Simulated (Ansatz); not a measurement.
## One structure, 3 elements: TiN, ZrN, HfN

Plane-wave DFT in Ansatz with scalar-relativistic PAW potentials, cutoff 500 eV, Γ-centred meshes chosen by cell and gap, Gaussian smearing with energies taken to zero width. Every cell was relaxed (cell and atoms) in a run of its own, within the symmetry of its start. Functional: r2SCAN.

All members share space group Fm-3m and the same sites; only the element on one set of sites changes (Ti, Zr, Hf). Members needn't be the stable form of their composition. Energies over the elements, where given, are against the elements' standard states in the same functional (H₂, N₂, O₂ and halogens uncorrected, Hg as a solid). The first member:

Space group Fm-3m (No. 225). a = 4.232 Å, b = 4.232 Å, c = 4.232 Å, α = 90.00°, β = 90.00°, γ = 90.00°
```json
{"atom": "Ti", "site": "4a", "symmetry": "m-3m", "x": "0.0000", "y": "0.0000", "z": "0.0000"}
{"atom": "N", "site": "4b", "symmetry": "m-3m", "x": "0.5000", "y": "0.0000", "z": "0.0000"}
```

Q: How do size, gap and binding change down the group?

A:
```csv
compound,V (Å³/atom),a (Å),energy over elements (eV/atom)
TiN,9.48,4.232,-1.951
ZrN,12.06,4.586,-1.944
HfN,11.59,4.525,-1.881
```

Over the series the volume has no steady trend down the group (least for Ti); all are metallic on the mesh; binding against the elements weakens. Hf is no larger than Zr here (11.59 against 12.06 Å³/atom), as one expects from the lanthanide contraction and relativistic shrinking of 6s.

Spin-orbit coupling is left out, which matters for the bands of heavy elements. Spin polarisation was left out, and a magnetic state may lie lower.